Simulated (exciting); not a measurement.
# Al (P6_3/mmc) in exciting: notebook

The runs below take Al through equation of state, with LDA-GL.

All numbers are computed with exciting (release sodium); they aren't measurements. Logs are shortened: lines on timing, memory, paths and dates and some standing lists are left out, and cuts for length are marked.

### 1 Starting point

It takes space group P6_3/mmc (No. 194, hexagonal). The conventional cell has a = 2.812 Å, b = 2.812 Å, c = 4.867 Å, α = 90.00°, β = 90.00°, γ = 120.00°. Around Al (site symmetry -6m2) lie 12 Al at 2.81 to 2.93 Å.

This isn't the form of Al at room conditions, which is fcc.

### 2 Equation of state, LDA-GL, 15.67 Å³/atom (volume scaled by 0.94)

input.xml reads:

```xml
<input>
  <title>Al</title>
  <structure speciespath="./" tshift="false">
    <crystal scale="1.88972612463">
      <basevect>2.755042193700 0.000000000000 0.000000000000</basevect>
      <basevect>-1.377521096800 2.385936528200 0.000000000000</basevect>
      <basevect>0.000000000000 0.000000000000 4.767498653200</basevect>
    </crystal>
    <species speciesfile="Al.xml" rmt="2">
      <atom coord="0.333333333300 0.666666666700 0.250000000000"/>
      <atom coord="0.666666666700 0.333333333300 0.750000000000"/>
    </species>
  </structure>
  <groundstate do="fromscratch" ngridk="9 9 5" rgkmax="7.5" gmaxvr="14" lmaxapw="10" lmaxmat="10" lmaxvr="8" stype="Gaussian" swidth="0.00036749" nempty="10" ValenceRelativity="iora*" epsengy="1e-05" epspot="1e-05" maxscl="60" outputlevel="high">
    <libxc exchange="XC_LDA_X" correlation="XC_LDA_C_GL"/>
  </groundstate>
</input>
```

Potentials or basis: all-electron LAPW+lo, shipped species files, valence relativity iora*.

Started as:

```
$ OMP_NUM_THREADS=1 exciting_smp
```

INFO.OUT:

```text
================================================================================
EXCITING SODIUM started
[... 10 lines left out ...]

 Lattice vectors (cartesian) :
      5.2062752079      0.0000000000      0.0000000000
     -2.6031376039      4.5087665890      0.0000000000
      0.0000000000      0.0000000000      9.0092667541

 Reciprocal lattice vectors (cartesian) :
      1.2068484773      0.6967742932     -0.0000000000
      0.0000000000      1.3935485865      0.0000000000
      0.0000000000     -0.0000000000      0.6974136163

 Unit cell volume                           :     211.4824440675
 Brillouin zone volume                      :       1.1729116076

 Species :    1 (Al)
     parameters loaded from                 :    Al.xml
     name                                   :    aluminium
     nuclear charge                         :     -13.00000000
     electronic charge                      :      13.00000000
     atomic mass                            :   49184.33493000
     muffin-tin radius                      :       2.00000000
     # of radial points in muffin-tin       :     300

     atomic positions (lattice) :
       1 :   0.33333333  0.66666667  0.25000000
       2 :   0.66666667  0.33333333  0.75000000

 Total number of atoms per unit cell        :       2

 Spin treatment                             :    spin-unpolarised

 Number of Bravais lattice symmetries       :      24
 Number of crystal symmetries               :      12

 k-point grid                               :       9    9    5
 Total number of k-points                   :      50
 k-point set is reduced with crystal symmetries

 R^MT_min * |G+k|_max (rgkmax)              :       7.50000000
 Species with R^MT_min                      :       1 (Al)
 Maximum |G+k| for APW functions            :       3.75000000
 Maximum |G| for potential and density      :      14.00000000
 Polynomial order for pseudochg. density    :       9

 G-vector grid sizes                        :      24    24    45
 Total number of G-vectors                  :    9803

 Maximum angular momentum used for
     APW functions                          :      10
     computing H and O matrix elements      :      10
     potential and density                  :       8
     inner part of muffin-tin               :       2

 Total nuclear charge                       :     -26.00000000
 Total electronic charge                    :      26.00000000
 Total core charge                          :       8.00000000
 Total valence charge                       :      18.00000000

 Effective Wigner radius, r_s               :       1.24758685

 Number of empty states                     :      10
 Total number of valence states             :      20

 Maximum Hamiltonian size                   :     212
 Maximum number of plane-waves              :     198
 Total number of local-orbitals             :      14

 Exchange-correlation type                  :     100
     libxc; exchange: Slater exchange; correlation: Gunnarson & Lundqvist (see libxc for references)

 Smearing scheme                            :    Gaussian
 Smearing width                             :       0.00036749

 Using multisecant Broyden potential mixing
[... 6 lines left out ...]
* Groundstate module started                                                   *
********************************************************************************
 Output level for this task is set to high

++++++++++++++++++++++++++++++++++++++++++++++++++++++++++++++++++++++++++++++++
[... 5 lines left out ...]
+ SCF iteration number :    1                                                  +
++++++++++++++++++++++++++++++++++++++++++++++++++++++++++++++++++++++++++++++++
 Total energy                               :      -483.42802921
 _______________________________________________________________
 Fermi energy                               :         0.27362162
 Kinetic energy                             :       484.99491959
 Coulomb energy                             :      -932.55275886
 Exchange energy                            :       -33.43156982
 Correlation energy                         :        -2.43862012
 Sum of eigenvalues                         :      -257.50578086
 Effective potential energy                 :      -742.50070045
 Coulomb potential energy                   :      -695.22318893
 xc potential energy                        :       -47.27751152
 Hartree energy                             :       149.29543513
 Electron-nuclear energy                    :      -993.81405920
 Nuclear-nuclear energy                     :       -88.03413480
 Madelung energy                            :      -584.94116440
 Core-electron kinetic energy               :         0.00000000

 DOS at Fermi energy (states/Ha/cell)       :       165.83655695

 Electron charges :
     core                                   :         8.00000000
     core leakage                           :         0.00290683
     valence                                :        18.00000000
     interstitial                           :         4.17067086
     charge in muffin-tin spheres :
                  atom     1    Al          :        10.91466457
                  atom     2    Al          :        10.91466457
     total charge in muffin-tins            :        21.82932914
     total charge                           :        26.00000000

++++++++++++++++++++++++++++++++++++++++++++++++++++++++++++++++++++++++++++++++
+ SCF iteration number :    2                                                  +
++++++++++++++++++++++++++++++++++++++++++++++++++++++++++++++++++++++++++++++++
 Total energy                               :      -483.71124483
 _______________________________________________________________
 Fermi energy                               :         0.27282076
 Kinetic energy                             :       484.82386737
 Coulomb energy                             :      -932.65627551
 Exchange energy                            :       -33.43994086
 Correlation energy                         :        -2.43889583
 Sum of eigenvalues                         :      -257.71398226
 Effective potential energy                 :      -742.53784963
 Coulomb potential energy                   :      -695.24889448
 xc potential energy                        :       -47.28895515
 Hartree energy                             :       149.37324623
 Electron-nuclear energy                    :      -993.99538695
 Nuclear-nuclear energy                     :       -88.03413480
 Madelung energy                            :      -585.03182827
 Core-electron kinetic energy               :         0.00000000
[... 277 lines left out ...]
++++++++++++++++++++++++++++++++++++++++++++++++++++++++++++++++++++++++++++++++
+ SCF iteration number :   10                                                  +
++++++++++++++++++++++++++++++++++++++++++++++++++++++++++++++++++++++++++++++++
 Total energy                               :      -484.29572849
 _______________________________________________________________
 Fermi energy                               :         0.27068552
 Kinetic energy                             :       484.41138538
 Coulomb energy                             :      -932.81360386
 Exchange energy                            :       -33.45410796
 Correlation energy                         :        -2.43940205
 Sum of eigenvalues                         :      -258.16469792
 Effective potential energy                 :      -742.57608330
 Coulomb potential energy                   :      -695.26771958
 xc potential energy                        :       -47.30836371
 Hartree energy                             :       149.51174948
 Electron-nuclear energy                    :      -994.29121855
 Nuclear-nuclear energy                     :       -88.03413480
 Madelung energy                            :      -585.17974407
 Core-electron kinetic energy               :         0.00000000

 DOS at Fermi energy (states/Ha/cell)       :       165.83619989

 Electron charges :
     core                                   :         8.00000000
     core leakage                           :         0.00283065
     valence                                :        18.00000000
     interstitial                           :         4.15095993
     charge in muffin-tin spheres :
                  atom     1    Al          :        10.92452004
                  atom     2    Al          :        10.92452004
     total charge in muffin-tins            :        21.84904007
     total charge                           :        26.00000000

 RMS change in effective potential (target) :  0.133244E-07  ( 0.100000E-04)
 Absolute change in total energy   (target) :  0.361793E-06  ( 0.100000E-04)
 Charge distance                   (target) :  0.449227E-07  ( 0.100000E-04)

++++++++++++++++++++++++++++++++++++++++++++++++++++++++++++++++++++++++++++++++
| Convergency criteria checked for the last 2 iterations                       +
| Convergence targets achieved. Performing final SCF iteration                 +
++++++++++++++++++++++++++++++++++++++++++++++++++++++++++++++++++++++++++++++++
 Total energy                               :      -484.29572792
 _______________________________________________________________
 Fermi energy                               :         0.27068553
 Kinetic energy                             :       484.41138558
 Coulomb energy                             :      -932.81360351
 Exchange energy                            :       -33.45410794
 Correlation energy                         :        -2.43940204
 Sum of eigenvalues                         :      -258.16469758
 Effective potential energy                 :      -742.57608316
 Coulomb potential energy                   :      -695.26771948
 xc potential energy                        :       -47.30836368
 Hartree energy                             :       149.51174924
 Electron-nuclear energy                    :      -994.29121795
 Nuclear-nuclear energy                     :       -88.03413480
 Madelung energy                            :      -585.17974377
 Core-electron kinetic energy               :         0.00000000

 DOS at Fermi energy (states/Ha/cell)       :       165.83692338

 Electron charges :
     core                                   :         8.00000000
     core leakage                           :         0.00283065
     valence                                :        18.00000000
     interstitial                           :         4.15095994
     charge in muffin-tin spheres :
                  atom     1    Al          :        10.92452003
                  atom     2    Al          :        10.92452003
     total charge in muffin-tins            :        21.84904006
     total charge                           :        26.00000000

++++++++++++++++++++++++++++++++++++++++++++++++++++++++++++++++++++++++++++++++
[... 9 lines left out ...]
| EXCITING SODIUM stopped                                                      =
================================================================================
```

It took 15 s on 1 thread of AMD EPYC 9R45 (Zen 5), shared host; peak memory 0.13 GiB.

Results:

```yaml
Free_energy: -13178.3584 eV
Band_gap_on_the_k_mesh: none (metal or under the smearing width)
All_electrons_inside_the_program's_atomic_spheres: Al 10.92 (radii Al 2.0 bohr)
```

### 3 Equation of state, LDA-GL, 16.00 Å³/atom (volume scaled by 0.96)

Changes to input.xml since step 2:

```diff
@@ -4,5 +4,5 @@
     <crystal scale="1.88972612463">
-      <basevect>2.755042193700 0.000000000000 0.000000000000</basevect>
-      <basevect>-1.377521096800 2.385936528200 0.000000000000</basevect>
-      <basevect>0.000000000000 0.000000000000 4.767498653200</basevect>
+      <basevect>2.774444538600 0.000000000000 0.000000000000</basevect>
+      <basevect>-1.387222269200 2.402739451800 0.000000000000</basevect>
+      <basevect>0.000000000000 0.000000000000 4.801073693600</basevect>
     </crystal>
```

Potentials or basis: all-electron LAPW+lo, shipped species files, valence relativity iora*.

Started as:

```
$ OMP_NUM_THREADS=1 exciting_smp
```

Wall time 17 s (1 thread of AMD EPYC 9R45 (Zen 5), shared host); peak memory 0.13 GiB.

Results (log left out):

* Free energy: -13178.3541 eV
* Band gap on the k mesh: none (metal or under the smearing width)
* All electrons inside the program's atomic spheres: Al 10.91 (radii Al 2.0 bohr)

### 4 Equation of state, LDA-GL, 16.34 Å³/atom (volume scaled by 0.98)

Changes to input.xml since step 3:

```diff
@@ -4,5 +4,5 @@
     <crystal scale="1.88972612463">
-      <basevect>2.774444538600 0.000000000000 0.000000000000</basevect>
-      <basevect>-1.387222269200 2.402739451800 0.000000000000</basevect>
-      <basevect>0.000000000000 0.000000000000 4.801073693600</basevect>
+      <basevect>2.793579243500 0.000000000000 0.000000000000</basevect>
+      <basevect>-1.396789621700 2.419310592300 0.000000000000</basevect>
+      <basevect>0.000000000000 0.000000000000 4.834185593000</basevect>
     </crystal>
```

Started as:

```
$ OMP_NUM_THREADS=1 exciting_smp
```

Run time: 18 s. Hardware: 1 thread of AMD EPYC 9R45 (Zen 5), shared host; peak memory 0.13 GiB.

It converged, with:

* Free energy: -13178.3425 eV
* Band gap on the k mesh: none (metal or under the smearing width)
* All electrons inside the program's atomic spheres: Al 10.90 (radii Al 2.0 bohr)

### 5 Equation of state, LDA-GL, 16.67 Å³/atom

Changes to input.xml since step 4:

```diff
@@ -4,5 +4,5 @@
     <crystal scale="1.88972612463">
-      <basevect>2.793579243500 0.000000000000 0.000000000000</basevect>
-      <basevect>-1.396789621700 2.419310592300 0.000000000000</basevect>
-      <basevect>0.000000000000 0.000000000000 4.834185593000</basevect>
+      <basevect>2.812455351500 0.000000000000 0.000000000000</basevect>
+      <basevect>-1.406227675700 2.435657781400 0.000000000000</basevect>
+      <basevect>0.000000000000 0.000000000000 4.866850000000</basevect>
     </crystal>
```

Started as:

```
$ OMP_NUM_THREADS=1 exciting_smp
```

Wall time 20 s (1 thread of AMD EPYC 9R45 (Zen 5), shared host); peak memory 0.13 GiB.

It converged, with:

```
Free energy                                       : -13178.3259 eV
Band gap on the k mesh                            : none (metal or under the smearing width)
All electrons inside the program's atomic spheres : Al 10.89 (radii Al 2.0 bohr)
```

### 6 Equation of state, LDA-GL, 17.00 Å³/atom (volume scaled by 1.02)

Changes to input.xml since step 5:

```diff
@@ -4,5 +4,5 @@
     <crystal scale="1.88972612463">
-      <basevect>2.812455351500 0.000000000000 0.000000000000</basevect>
-      <basevect>-1.406227675700 2.435657781400 0.000000000000</basevect>
-      <basevect>0.000000000000 0.000000000000 4.866850000000</basevect>
+      <basevect>2.831081426400 0.000000000000 0.000000000000</basevect>
+      <basevect>-1.415540713200 2.451788435500 0.000000000000</basevect>
+      <basevect>0.000000000000 0.000000000000 4.899081734000</basevect>
     </crystal>
```

Potentials or basis: all-electron LAPW+lo, shipped species files, valence relativity iora*.

Started as:

```
$ OMP_NUM_THREADS=1 exciting_smp
```

Wall time 19 s (1 thread of AMD EPYC 9R45 (Zen 5), shared host); peak memory 0.13 GiB.

It converged, with:

```
Free energy                                       : -13178.3025 eV
Band gap on the k mesh                            : none (metal or under the smearing width)
All electrons inside the program's atomic spheres : Al 10.88 (radii Al 2.0 bohr)
```

### 7 Equation of state, LDA-GL, 17.34 Å³/atom (volume scaled by 1.04)

Changes to input.xml since step 6:

```diff
@@ -4,5 +4,5 @@
     <crystal scale="1.88972612463">
-      <basevect>2.831081426400 0.000000000000 0.000000000000</basevect>
-      <basevect>-1.415540713200 2.451788435500 0.000000000000</basevect>
-      <basevect>0.000000000000 0.000000000000 4.899081734000</basevect>
+      <basevect>2.849465587200 0.000000000000 0.000000000000</basevect>
+      <basevect>-1.424732793500 2.467709585700 0.000000000000</basevect>
+      <basevect>0.000000000000 0.000000000000 4.930894844500</basevect>
     </crystal>
```

Started as:

```
$ OMP_NUM_THREADS=1 exciting_smp
```

Wall time 19 s (1 thread of AMD EPYC 9R45 (Zen 5), shared host); peak memory 0.13 GiB.

The run converged. Its results:

```yaml
Free_energy: -13178.2741 eV
Band_gap_on_the_k_mesh: none (metal or under the smearing width)
All_electrons_inside_the_program's_atomic_spheres: Al 10.87 (radii Al 2.0 bohr)
```

### 8 Equation of state, LDA-GL, 17.67 Å³/atom (volume scaled by 1.06)

Changes to input.xml since step 7:

```diff
@@ -4,5 +4,5 @@
     <crystal scale="1.88972612463">
-      <basevect>2.849465587200 0.000000000000 0.000000000000</basevect>
-      <basevect>-1.424732793500 2.467709585700 0.000000000000</basevect>
-      <basevect>0.000000000000 0.000000000000 4.930894844500</basevect>
+      <basevect>2.867615538900 0.000000000000 0.000000000000</basevect>
+      <basevect>-1.433807769400 2.483427904900 0.000000000000</basevect>
+      <basevect>0.000000000000 0.000000000000 4.962302664800</basevect>
     </crystal>
```

Started as:

```
$ OMP_NUM_THREADS=1 exciting_smp
```

Run time: 19 s. Hardware: 1 thread of AMD EPYC 9R45 (Zen 5), shared host; peak memory 0.13 GiB.

The run converged. Its results:

* Free energy: -13178.2416 eV
* Band gap on the k mesh: none (metal or under the smearing width)
* All electrons inside the program's atomic spheres: Al 10.86 (radii Al 2.0 bohr)

### 9 Equation of state, LDA-GL

Potentials or basis: all-electron LAPW+lo, shipped species files, valence relativity iora*.

No new run: the results of the series are fitted here.

What came out:

- Equilibrium volume: outside the volumes run

Energy against volume, from the lowest point:
```tsv
volume (Å³/atom)	energy (meV/atom)
15.669	0.00
16.003	2.15
16.336	7.94
16.669	16.23
17.003	27.96
17.336	42.14
17.670	58.39
```

Caveat: the minimum lies outside the volumes run.
